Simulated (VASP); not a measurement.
# KF (Carobbiite) (Fm-3m) in VASP: further runs, part 2 of 3

VASP 6.6.1.

## Step 3: Relaxation of cell and atoms, PBEsol

This run uses another cell than the first one, of 19.07 Å³/atom, 1.018 times its volume.

Contents of INCAR:

```
PREC     = Accurate       # precision mode
ENCUT    = 600            # plane-wave cutoff, eV
EDIFF    = 1E-6           # SCF threshold, eV
ISMEAR   = 0              # smearing method
SIGMA    = 0.03           # smearing width, eV
LREAL    = F              # projectors in reciprocal space
LASPH    = T              # aspherical terms in the spheres
NELM     = 80             # most SCF steps
ALGO     = Normal         # electronic algorithm
ISIF     = 3              # what is computed and relaxed
LWAVE    = F              # write WAVECAR
LCHARG   = F              # write CHGCAR
GGA      = PS             # functional
IBRION   = 2              # ionic algorithm
NSW      = 90             # ionic steps
EDIFFG   = -0.01          # ionic threshold
KPAR     = 4
```

Contents of KPOINTS:

```
Automatic mesh
0
Gamma
  10 10 10
```

Contents of POSCAR:

```
KF
1.0
    0.0000000000      2.6718500000      2.6718500000
    2.6718500000      0.0000000000      2.6718500000
    2.6718500000      2.6718500000      0.0000000000
K F
1 1
Direct
    0.0000000000      0.0000000000      0.0000000000
    0.5000000000      0.5000000000      0.5000000000
```

Potentials or basis: VASP PAW PBE potentials, release 64 (K_sv, F).

Run with:

```
> cat potpaw_PBE.64/K_sv/POTCAR potpaw_PBE.64/F/POTCAR > POTCAR
> mpirun -np 4 vasp_std > vasp.out
```

OUTCAR:

```text
PREC = Accurate
   ENCUT = 600
   EDIFF = 1E-6
   ISMEAR = 0
   LREAL = F
   LASPH = T
   NELM = 80
   ISIF = 3
   GGA = PS
   IBRION = 2
   NSW = 90
   EDIFFG = -0.01

 ion  position               nearest neighbor table
   1  0.000  0.000  0.000-   2 2.67   2 2.67   2 2.67   2 2.67   2 2.67   2 2.67
   2  0.500  0.500  0.500-   1 2.67   1 2.67   1 2.67   1 2.67   1 2.67   1 2.67

  LATTYP: Found a face centered cubic cell.
 ALAT       =     5.3437000000

  Lattice vectors:

 A1 = (   0.0000000000,   2.6718500000,   2.6718500000)
 A2 = (   2.6718500000,   0.0000000000,   2.6718500000)
 A3 = (   2.6718500000,   2.6718500000,   0.0000000000)

Analysis of symmetry for initial positions (statically):
=====================================================================
 Subroutine PRICEL returns:
 Original cell was already a primitive cell.

 Routine SETGRP: Setting up the symmetry group for a
 face centered cubic supercell.

 Subroutine GETGRP returns: Found 48 space group operations
 (whereof 48 operations were pure point group operations)
 out of a pool of 48 trial point group operations.

The static configuration has the point symmetry O_h .

Analysis of symmetry for dynamics (positions and initial velocities):
=====================================================================
 Subroutine PRICEL returns:
 Original cell was already a primitive cell.

 Routine SETGRP: Setting up the symmetry group for a
 face centered cubic supercell.

 Subroutine GETGRP returns: Found 48 space group operations
 (whereof 48 operations were pure point group operations)
 out of a pool of 48 trial point group operations.

The dynamic configuration has the point symmetry O_h .

 Subroutine INISYM returns: Found 48 space group operations
 (whereof 48 operations are pure point group operations),
 and found     1 'primitive' translations

----------------------------------------------------------------------------------------

                                     Primitive cell

  volume of cell :      38.1475

  direct lattice vectors                    reciprocal lattice vectors
     0.000000000  2.671850000  2.671850000    -0.187136254  0.187136254  0.187136254
     2.671850000  0.000000000  2.671850000     0.187136254 -0.187136254  0.187136254
     2.671850000  2.671850000  0.000000000     0.187136254  0.187136254 -0.187136254

  length of vectors
     3.778566507  3.778566507  3.778566507     0.324129500  0.324129500  0.324129500

  position of ions in fractional coordinates (direct lattice)
     0.000000000  0.000000000  0.000000000
     0.500000000  0.500000000  0.500000000

  ion indices of the primitive-cell ions
   primitive index   ion index
                 1           1
                 2           2

----------------------------------------------------------------------------------------

 KPOINTS: Automatic mesh

Automatic generation of k-mesh.
 Grid dimensions read from file:
 generate k-points for:   10   10   10

 Generating k-lattice:

  Cartesian coordinates                     Fractional coordinates (reciprocal lattice)
    -0.018713625  0.018713625  0.018713625     0.100000000  0.000000000  0.000000000
[... 54 lines left out ...]
   LNONCOLLINEAR =      F non collinear calculations
   LSORBIT =      F    spin-orbit coupling
   LASPH  =      T    aspherical Exc in radial PAW
   ENCUT  =  600.0 eV  44.10 Ry    6.64 a.u.   7.55  7.55  7.55*2*pi/ulx,y,z
   NELM   =     80;   NELMIN=  2; NELMDL= -5     # of ELM steps
   EDIFF  = 0.1E-05   stopping-criterion for ELM
   LREAL  =      F    real-space projection
   EDIFFG = -.1E-01   stopping-criterion for IOM
   NSW    =     90    number of steps for IOM
   IBRION =      2    ionic relax: 0-MD 1-quasi-New 2-CG
   NFREE  =      1    steps in history (QN), initial steepest desc. (CG)
   ISIF   =      3    stress and relaxation
   ISYM   =      2    0-nonsym 1-usesym 2-fastsym
   POTIM  = 0.5000    time-step for ionic-motion
   TEBEG  =    0.0;   TEEND  =   0.0 temperature during run
   PSTRESS=    0.0 pullay stress
   NELECT =      16.0000    total number of electrons
   NUPDOWN=      -1.0000    fix difference up-down
   EMIN   =  10.00;   EMAX   =-10.00  energy-range for DOS
   EFERMI =   0.00;   METHOD = LEGACY
   ISMEAR =     0;   SIGMA  =   0.03  broadening in eV -4-tet -1-fermi 0-gaus
   EFERMI_NEDOS =   21; number of points for ismear=-14 and -15
   IALGO  =     38    algorithm
   IMIX   =      4    mixing-type and parameters
     AMIX     =   0.40;   BMIX     =  1.00
     AMIX_MAG =   1.60;   BMIX_MAG =  1.00
  volume/ion in A,a.u.               =      19.07       128.72
  Fermi-wavevector in a.u.,A,eV,Ry     =   1.225442  2.315750 20.431978  1.501708
  Thomas-Fermi vector in A             =   2.360480
   LORBIT       =      0    0 simple, 1 ext, 2 COOP (PROOUT), +10 PAW based schemes
   GGA     = PS    functional components
   LHFCALC =     F    Hartree Fock is set to
   AEXX    =    0.0000 exact exchange contribution
   IVDW    =     0    specifies the selected vdW correction
   LEPSILON=     F    determine dielectric tensor
   LRPA    =     F    only Hartree local field effects (RPA)
 conjugate gradient relaxation of ions
 non-spin polarized calculation
 Gauss-broadening in eV      SIGMA  =   0.03
  energy-cutoff  :      600.00
  volume of cell :       38.15
 maximum number of plane-waves:      1295
   NGX = 15   NGY = 15   NGZ = 15

--------------------------------------- Ionic step        1  -------------------------------------------

 number of electron      15.9999997 magnetization

 Free energy of the ion-electron system (eV)
  ---------------------------------------------------
  ext. energy  EPLUGINS =         0.00000000
  ---------------------------------------------------
  free energy    TOTEN  =        -8.52119321 eV

  energy without entropy =       -8.52119321  energy(sigma->0) =       -8.52119321

------------------------ aborting loop because EDIFF is reached ----------------------------------------

  FORCE on cell =-STRESS in cart. coord.  units (eV):
  Direction    XX          YY          ZZ          XY          YZ          ZX
  --------------------------------------------------------------------------------------
  -------------------------------------------------------------------------------------
  Total       -0.1464580     -0.1464580     -0.1464580      0.0000000      0.0000000      0.0000000
  in kB       -6.1511653     -6.1511653     -6.1511653      0.0000000      0.0000000      0.0000000
  external PRESSURE =      -6.1511653 kB  Pullay stress =       0.0000000 kB
[... 59 lines left out ...]
--------------------------------------- Ionic step        3  -------------------------------------------

 number of electron      16.0000002 magnetization

 Free energy of the ion-electron system (eV)
  ---------------------------------------------------
  ext. energy  EPLUGINS =         0.00000000
  ---------------------------------------------------
  free energy    TOTEN  =        -8.52270666 eV

  energy without entropy =       -8.52270666  energy(sigma->0) =       -8.52270666

 E-fermi :  -2.6829     XC(G=0):  -8.6956

 val. band max:       -2.8629082782   @ k =   0.0000   0.0000   0.0000
 cond. band min:       3.2587693230   @ k =   0.0000   0.0000   0.0000
 fundamental gap:      6.1216776012
 Fermi energy:        -2.6828997778

 k-point     1 :       0.0000    0.0000    0.0000
  band No.  band energies     occupation
      1     -28.7760      2.00000
      2     -21.4018      2.00000
      3     -12.0740      2.00000
      4     -12.0740      2.00000
      5     -12.0740      2.00000
      6      -2.8629      2.00000
      7      -2.8629      2.00000
      8      -2.8629      2.00000
      9       3.2588      0.00000
     10       7.8212      0.00000
     11       7.8212      0.00000
     12       7.8212      0.00000
[... 331 lines left out ...]
 k-point    24 :       0.4000    0.3000    0.0000
  band No.  band energies     occupation
      1     -28.6690      2.00000
      2     -21.4435      2.00000
      3     -12.4644      2.00000
      4     -12.2592      2.00000
      5     -12.2465      2.00000
      6      -3.2863      2.00000
      7      -2.9709      2.00000
      8      -2.9481      2.00000
      9       5.7497      0.00000
     10       6.3963      0.00000
     11       9.2631      0.00000
     12      10.2075      0.00000

 [... further k-points ...]

------------------------ aborting loop because EDIFF is reached ----------------------------------------

  FORCE on cell =-STRESS in cart. coord.  units (eV):
  Direction    XX          YY          ZZ          XY          YZ          ZX
  --------------------------------------------------------------------------------------
  -------------------------------------------------------------------------------------
  Total       -0.0155968     -0.0155968     -0.0155968     -0.0000000      0.0000000     -0.0000000
  in kB       -0.6669347     -0.6669347     -0.6669347     -0.0000000      0.0000000     -0.0000000
  external PRESSURE =      -0.6669347 kB  Pullay stress =       0.0000000 kB
[... 17 lines left out ...]
  FREE ENERGIE OF THE ION-ELECTRON SYSTEM (eV)
  ---------------------------------------------------
  free  energy   TOTEN  =        -8.5227066551 eV

  energy  without entropy=       -8.5227066551  energy(sigma->0) =       -8.52270666

 reached required accuracy - stopping structural energy minimisation
```

Wall time 20 s (4 MPI ranks of Intel Xeon 6975P-C (Granite Rapids), shared host); peak memory 0.18 GiB.

Results:

| Property | Result |
| --- | --- |
| Free energy | -8.5227 eV |
| Relaxed volume | 18.73 Å³/atom |
| Relaxed cell | a = 3.756 Å, b = 3.756 Å, c = 3.756 Å, α = 60.00°, β = 60.00°, γ = 60.00° |
| Space group after relaxing (to 0.05 Å) | Fm-3m (No. 225) |
| Energy gained by relaxing | 0.8 meV/atom |
| Ionic steps | 3 |
| Pressure after relaxing | -0.1 GPa |
| Band gap on the k mesh | 6.12 eV, direct |

The path:
```tsv
step	energy change (eV)	largest force (eV/Å)	pressure (GPa)	volume (Å³)
1	0.0000	0.0000	-0.62	38.15
2	-0.0012	0.0000	-0.31	37.74
3	-0.0015	0.0000	-0.07	37.47
```

Final structure:
```xyz
2
Lattice="0.0000 2.6559 2.6559 2.6559 0.0000 2.6559 2.6559 2.6559 0.0000" Properties=species:S:1:pos:R:3 pbc="T T T"
K     0.0000    0.0000    0.0000
F     2.6559    2.6559    2.6559
```

Caveat: the PAW data sets were made with another functional, which shifts forces and pressure a little. A k mesh can miss the band edges.

(Part 2 of 3 ends here.)
